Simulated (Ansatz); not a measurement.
TlCl (Pm-3m): gap, valleys and masses

```xyz
2
Lattice="3.6939 0.0000 0.0000 0.0000 3.6939 0.0000 0.0000 0.0000 3.6939" Properties=species:S:1:pos:R:3 pbc="T T T"
Tl    0.0000    0.0000    0.0000
Cl    1.8469    1.8469    1.8469
```

Computed, not measured; unless marked otherwise by LDA, all-electron LAPW in Ansatz 0.2.0, scalar-relativistic. k mesh 6×6×6, fixed occupations, basis error target 1 meV/atom. The cell was relaxed by PAW under this functional, which moved its volume by -11 % from the database entry's.

Extrema are searched on a 10×10×10 mesh and refined by Newton steps; masses come from band slopes 0.005 Å⁻¹ away, 1/m* = (1/ħ²) d²E/dk², negative for holes (the finite step makes the lightest masses up to about 3 % heavy). k is in units of the reciprocal vectors.

Where are the band edges, and is the gap direct?

The valence maximum lies at X (0.000, 0.000, -0.500) and the conduction minimum at X (0.000, 0.000, -0.500), so the Kohn-Sham gap of 1.566 eV is direct. A further conduction extremum at R (-0.500, -0.500, -0.500) lies 0.279 eV from the edge (1 equivalent point).

What are the electron masses at the edge?

The principal masses are 0.123, 0.249, 0.249 mₑ. One valley has a density-of-states mass (m₁m₂m₃)^(1/3) = 0.197; 3 valleys give N^(2/3) times that, 0.409; the direction-averaged conductivity mass 3/Σ(1/mᵢ) is 0.185 mₑ.

What are the hole masses at the edge?

The principal masses are 0.167, 0.495, 0.495 mₑ. One valley has a density-of-states mass (m₁m₂m₃)^(1/3) = 0.344; 3 valleys give N^(2/3) times that, 0.716; the direction-averaged conductivity mass 3/Σ(1/mᵢ) is 0.299 mₑ.

Along the Cartesian direction 010 the conduction slope is 0.1532 eV·Å one step out. What is it four steps out, and what does that say?

0.6103 eV·Å, 3.984 times the first; a parabola would give 4, so the band is nearly parabolic here.

What electronic dielectric constant and refractive index follow from the same bands (independent particles)?

ε∞ = (7.10, 7.10, 7.10), so n ≈ √ε∞ = 2.67 (mean over directions) well under the gap and the normal reflectivity is ((n − 1)/(n + 1))² = 0.206. Local fields, left out here, lower ε∞ by several per cent.

What gap does PAW give in the same cell?

1.567 eV, 1 meV from the LAPW value.

Known limits: no spin-orbit coupling on heavy atoms; two errors of opposite sign act on the gap: semilocal levels put it low, and leaving out spin-orbit coupling puts it high by tenths of an eV; the frozen-core PAW files of the compared runs were fitted under PBE, their cores solved anew for this functional.
